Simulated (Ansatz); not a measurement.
# NaI: one crystal by all-electron and frozen-core methods

Aim: solve NaI at one geometry with full-potential LAPW, PAW with frozen cores and datasets made for this crystal, and see where they agree.

Method: DFT PBE, scalar-relativistic, in Ansatz 0.2.0.

1 further run of the same task is left out (set aside as unsound or not needed).

**1. The system as given**

The structure is hexagonal, space group P6_3mc (No. 186). The conventional cell has a = 5.145 Å, b = 5.145 Å, c = 8.006 Å, α = 90.00°, β = 90.00°, γ = 120.00°. Na (site symmetry 3m) is surrounded by 4 I at 3.10 to 3.11 Å. Around I (site symmetry 3m) lie 4 Na at 3.10 to 3.11 Å.

As a file:

```
CELL_PARAMETERS angstrom
5.14527 0.00000 0.00000
-2.57263 4.45593 0.00000
0.00000 0.00000 8.00599
ATOMIC_POSITIONS crystal
Na 0.33333 0.66667 0.99367
Na 0.66667 0.33333 0.49367
I 0.33333 0.66667 0.38233
I 0.66667 0.33333 0.88233
```

The cell was relaxed by PAW from a hypothetical start (wurtzite type); it needn't be the stable phase of this composition.

Atoms are numbered in the order of the input: Na1, Na2, I3, I4.

**2. Full-potential LAPW**

The input, input.yaml:

```yaml
crystal:
  lattice:
    - [5.145265643, 0.0, 0.0]
    - [-2.5726328215, 4.455930756, 0.0]
    - [0.0, 0.0, 8.0059904541]
  atoms:
    - { symbol: Na, position: [0.3333333333, 0.6666666667, -0.0063332689] }
    - { symbol: Na, position: [0.6666666667, 0.3333333333, 0.4936667311] }
    - { symbol: I, position: [0.3333333333, 0.6666666667, 0.3823332689] }
    - { symbol: I, position: [0.6666666667, 0.3333333333, 0.8823332689] }
kpoints:
  mp_grid: { grid: [10, 10, 6] }
  band_path:
    path:
      - [0.0, 0.0, 0.0]
      - [0.5, 0.0, 0.0]
      - [0.3333333333, 0.3333333333, 0.0]
      - [0.0, 0.0, 0.0]
      - [0.0, 0.0, 0.5]
      - [0.5, 0.0, 0.5]
      - [0.3333333333, 0.3333333333, 0.5]
      - [0.0, 0.0, 0.5]
      - [0.5, 0.0, 0.5]
    npoints: 8
scf:
  occupations: { method: fermi_dirac, width: 0.08 }
hamiltonian:
  xc: pbe
  pseudopotentials: { kind: all_electron, lapw: { basis_error: 0.0005 } }
output:
  forces: true
  stress: true
  eigenvalues: true
  populations: true
  dos: { projected: true, de: 0.2, e_range: [-14, 8] }
```

**3. PAW with frozen cores**

input.yaml: that of step 2 with these lines changed.

```diff
@@ -28,3 +28,3 @@
   xc: pbe
-  pseudopotentials: { kind: all_electron, lapw: { basis_error: 0.0005 } }
+  pseudopotentials: { kind: paw }
 output:
@@ -33,3 +33,5 @@
   eigenvalues: true
+  efg: { contact_densities: true }
   populations: true
+  bader: true
   dos: { projected: true, de: 0.2, e_range: [-14, 8] }
```

**4. Datasets made for this crystal**

input.yaml: that of step 3 with these lines changed.

```diff
@@ -28,3 +28,3 @@
   xc: pbe
-  pseudopotentials: { kind: paw }
+  pseudopotentials: { kind: all_electron, datasets: crystal }
 output:
@@ -34,4 +34 @@
   efg: { contact_densities: true }
-  populations: true
-  bader: true
-  dos: { projected: true, de: 0.2, e_range: [-14, 8] }
```

(Steps that only read results are left out.)

Before running it: what results should come out? Wanted: pressure; gap; Bader charges.

**Answer**, as computed:

```
           quantity                                              value
           pressure  LAPW -0.01, PAW -0.01, crystal datasets -0.01 GPa
         gap (LAPW)                               3.71 eV, direct at Γ
Bader charges (PAW)                              Na1 +0.85, I3 -0.85 e
```

**Reading.** The pressure is within half a GPa of zero, so the volume is close to equilibrium at this level. The gap is 3.71 eV, direct at Γ. Spin-orbit coupling is left out, though the cell holds I; it can shift such gaps by tenths of an eV. The top eV of the valence band is mostly I 5p (96 % of the projected weight). The projection holds only the free atom's occupied shells (Na 3s, I 5p in this range). The field gradient at I3, the largest by crystal datasets, is -1.11 by PAW and -1.10 by crystal datasets (10²¹ V/m²), within 5 %. No spin–orbit coupling: at heavy atoms the gradients can be off by tens of per cent for that reason. In pressure, PAW differs from LAPW by less than 0.01 GPa and less than 0.01 eV in the gap. The price, with the outputs that each input asks for: 3.1 min for LAPW against 2 min for PAW, about 1.5 to one.

These are semilocal Kohn-Sham gaps, which aren't the measured quantity. Such gaps usually fall short of the measured ones; spin-orbit coupling, left out here, narrows gaps with I, so the two errors partly cancel.
